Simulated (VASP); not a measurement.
# NiO (F-43m) in VASP: reference runs, part 2 of 2

VASP 6.6.1.

**3. Single point, PBE, collinear spin, ferromagnetic start (atoms moved at random, drawn with an rms of 0.05 Å)**

INCAR

```
  ALGO = Normal
  EDIFF = 1E-7
  ENCUT = 520
  GGA = PE
  ISIF = 2
  ISMEAR = -1
  ISPIN = 2
  LASPH = T
  LCHARG = F
  LMAXMIX = 4
  LORBIT = 11
  LREAL = F
  LWAVE = F
  MAGMOM = 1 0
  NBANDS = 19
  NELM = 120
  PREC = Accurate
  SIGMA = 0.05
```

KPOINTS

```
k-points
0
Gamma
  10 10 10
```

POSCAR

```
NiO
1.0
    0.0000000000      2.2406300000      2.2406300000
    2.2406300000      0.0000000000      2.2406300000
    2.2406300000      2.2406300000      0.0000000000
Ni O
1 1
Direct
    0.0053970000      0.0005760000     -0.0034920000
    0.7512850000      0.7300490000      0.7561730000
```

Potentials or basis: VASP PAW PBE potentials, release 64 (Ni, O).

Command:

```
> cat potpaw_PBE.64/Ni/POTCAR potpaw_PBE.64/O/POTCAR > POTCAR
> mpirun -np 1 vasp_std > vasp.out
```

OUTCAR:

```text
EDIFF = 1E-7
   ENCUT = 520
   GGA = PE
   ISIF = 2
   ISMEAR = -1
   ISPIN = 2
   LASPH = T
   LORBIT = 11
   LREAL = F
   NELM = 120
   PREC = Accurate

 ion  position               nearest neighbor table
   1  0.005  0.001  0.997-   2 1.89   2 1.93   2 1.97   2 1.98
   2  0.751  0.730  0.756-   1 1.89   1 1.93   1 1.97   1 1.98

  LATTYP: Found a face centered cubic cell.
 ALAT       =     4.4812600000

  Lattice vectors:

 A1 = (   0.0000000000,   2.2406300000,   2.2406300000)
 A2 = (   2.2406300000,   0.0000000000,   2.2406300000)
 A3 = (   2.2406300000,   2.2406300000,   0.0000000000)

Analysis of symmetry for initial positions (statically):
=====================================================================
 Subroutine PRICEL returns:
 Original cell was already a primitive cell.

 Routine SETGRP: Setting up the symmetry group for a
 face centered cubic supercell.

 Subroutine GETGRP returns: Found  1 space group operations
 (whereof  1 operations were pure point group operations)
[... 725 lines left out ...]
      5       4.2275      1.00000
      6       4.2329      1.00000
[... 517 lines left out ...]
     18      29.0243      0.00000
     19      30.3154      0.00000

 [... further k-points ...]

------------------------ aborting loop because EDIFF is reached ----------------------------------------

  FORCE on cell =-STRESS in cart. coord.  units (eV):
  Direction    XX          YY          ZZ          XY          YZ          ZX
  --------------------------------------------------------------------------------------
  -------------------------------------------------------------------------------------
  Total        0.0888951      0.0975686      0.0445168     -0.4122700     -0.1979124      0.1282047
  in kB        6.3306419      6.9483254      3.1702518    -29.3597145    -14.0942890      9.1300732
  external PRESSURE =       5.4830730 kB  Pullay stress =       0.0000000 kB

 VOLUME and BASIS-vectors are now :
 -----------------------------------------------------------------------------
  energy-cutoff  :      520.00
  volume of cell :       22.50
      direct lattice vectors                 reciprocal lattice vectors
     0.000000000  2.240630000  2.240630000    -0.223151524  0.223151524  0.223151524
     2.240630000  0.000000000  2.240630000     0.223151524 -0.223151524  0.223151524
     2.240630000  2.240630000  0.000000000     0.223151524  0.223151524 -0.223151524

 POSITION                                       TOTAL-FORCE (eV/Angst)
 -----------------------------------------------------------------------------------
      2.23410      2.24490      0.01338        -0.205750      0.141123     -0.414778
      3.33007      3.37766      3.31912         0.205750     -0.141123      0.414778
 -----------------------------------------------------------------------------------
    total drift:                               -0.000158     -0.000185     -0.000274

  FREE ENERGIE OF THE ION-ELECTRON SYSTEM (eV)
  ---------------------------------------------------
  free  energy   TOTEN  =       -11.5874670495 eV

  energy  without entropy=      -11.5723043240  energy(sigma->0) =      -11.57988569

 total charge

# of ion       s       p       d       tot
------------------------------------------
    1        0.381   0.480   8.244   9.105
    2        1.556   3.418   0.000   4.974
--------------------------------------------------
tot          1.938   3.898   8.244  14.079

 magnetization (x)

# of ion       s       p       d       tot
------------------------------------------
    1        0.004   0.039   1.444   1.487
    2        0.016   0.342   0.000   0.358
--------------------------------------------------
tot          0.020   0.381   1.444   1.845
```

OSZICAR:

```text
N       E                     dE             d eps       ncg     rms          rms(c)
DAV:   1     0.903768443118E+02    0.90377E+02   -0.69432E+03 39758   0.983E+02
DAV:   2    -0.819197955710E+01   -0.98569E+02   -0.85612E+02 39384   0.234E+02
DAV:   3    -0.142680861297E+02   -0.60761E+01   -0.57980E+01 44088   0.600E+01
DAV:   4    -0.143317175667E+02   -0.63631E-01   -0.63556E-01 42205   0.593E+00
DAV:   5    -0.143329058199E+02   -0.11883E-02   -0.11882E-02 42681   0.831E-01    0.175E+01
DAV:   6    -0.138367843876E+02    0.49612E+00   -0.20449E+01 43533   0.730E+01    0.232E+01
DAV:   7    -0.116186916525E+02    0.22181E+01   -0.97517E+00 44229   0.608E+01    0.701E+00
DAV:   8    -0.115956804527E+02    0.23011E-01   -0.32477E-01 46859   0.655E+00    0.363E+00
DAV:   9    -0.115862442058E+02    0.94362E-02   -0.66914E-02 53924   0.395E+00    0.126E+00
DAV:  10    -0.115884011789E+02   -0.21570E-02   -0.87376E-03 48477   0.122E+00    0.486E-01
DAV:  11    -0.115873615061E+02    0.10397E-02   -0.58407E-03 48792   0.138E+00    0.102E-01
DAV:  12    -0.115874417145E+02   -0.80208E-04   -0.69088E-04 41253   0.269E-01    0.398E-02
DAV:  13    -0.115874626859E+02   -0.20971E-04   -0.59691E-05 41466   0.660E-02    0.232E-02
DAV:  14    -0.115874645929E+02   -0.19070E-05   -0.12225E-05 48758   0.619E-02    0.110E-02
DAV:  15    -0.115874671795E+02   -0.25866E-05   -0.27295E-06 39978   0.180E-02    0.113E-02
DAV:  16    -0.115874670754E+02    0.10409E-06   -0.16160E-06 46745   0.219E-02    0.257E-03
DAV:  17    -0.115874670495E+02    0.25951E-07   -0.27047E-07 39376   0.581E-03
   1 F= -.11587467E+02 E0= -.11579886E+02  d E =-.151627E-01  mag=     1.9015
```

Wall time 4.6 min (1 thread of AMD EPYC 9R45 (Zen 5), shared host); peak memory 0.37 GiB.

What came out:

- Free energy: -11.5875 eV
- Pressure: 0.5 GPa
- Largest force: 0.484 eV/Å
- Band gap on the k mesh: none (metal or under the smearing width)
- Net moment: 1.90 μB per cell
- Site moments: Ni +1.49; O +0.36 μB
- Valence electrons inside the program's atomic spheres: Ni 9.11; O 4.97

Forces on the atoms (eV/Å):
```
Ni  -0.206  0.141 -0.415
O    0.206 -0.141  0.415
```

Stress tensor (GPa, compression positive):
```
 0.63 -2.94  0.91
-2.94  0.69 -1.41
 0.91 -1.41  0.32
```

Levels at points of the mesh, in eV from the Fermi level:
Spin up:
```tsv
k point	band 5	band 6	band 7	band 8	band 9	band 10	band 11	band 12	band 13	band 14
(0.00, 0.00, 0.00)	-2.42	-2.41	0.05	0.12	0.24	0.55	14.28	14.29	14.33	20.68
(0.50, 0.00, 0.00)	-2.59	-2.38	-2.32	-0.73	-0.62	5.88	7.33	13.58	14.06	17.71
(0.00, 0.50, 0.00)	-2.68	-2.40	-2.37	-0.84	-0.77	5.88	7.43	13.74	13.98	17.61
(0.00, 0.00, 0.50)	-2.52	-2.37	-2.29	-0.62	-0.53	5.87	7.26	13.56	13.99	17.81
(0.50, 0.50, 0.50)	-2.49	-2.36	-2.29	-0.57	-0.50	5.87	7.23	13.57	13.94	17.85
(0.50, 0.50, 0.00)	-3.12	-2.15	-1.97	-1.74	-1.72	5.40	9.96	11.18	14.49	14.64
(0.00, 0.50, 0.50)	-3.11	-2.16	-1.90	-1.79	-1.73	5.39	9.96	11.16	14.53	14.62
(0.50, 0.00, 0.50)	-3.11	-2.16	-1.87	-1.81	-1.73	5.39	9.96	11.15	14.54	14.62
```
Spin down:
```tsv
k point	band 3	band 4	band 5	band 6	band 7	band 8	band 9	band 10	band 11	band 12
(0.00, 0.00, 0.00)	-4.97	-4.82	-1.36	-1.36	0.72	1.66	1.77	1.88	14.54	14.55
(0.50, 0.00, 0.00)	-4.76	-4.68	-1.23	-1.09	-0.77	0.77	0.88	6.18	7.84	13.91
(0.00, 0.50, 0.00)	-4.60	-4.57	-1.19	-1.11	-0.91	0.65	0.71	6.19	7.94	14.07
(0.00, 0.00, 0.50)	-4.87	-4.78	-1.22	-1.10	-0.67	0.89	0.98	6.19	7.76	13.89
(0.50, 0.50, 0.50)	-4.90	-4.83	-1.21	-1.11	-0.64	0.94	1.02	6.19	7.73	13.90
(0.50, 0.50, 0.00)	-4.59	-4.23	-1.55	-1.05	-0.71	-0.18	-0.01	5.87	10.60	11.43
(0.00, 0.50, 0.50)	-4.49	-4.32	-1.53	-1.05	-0.72	-0.14	-0.06	5.86	10.59	11.41
(0.50, 0.00, 0.50)	-4.46	-4.35	-1.53	-1.05	-0.72	-0.13	-0.07	5.86	10.59	11.40
```

Caveat: a cell with one magnetic atom can't hold antiferromagnetic order, which such compounds often take; semilocal functionals often make such compounds metallic where correlation or magnetic order opens a gap, which also shifts bond lengths.
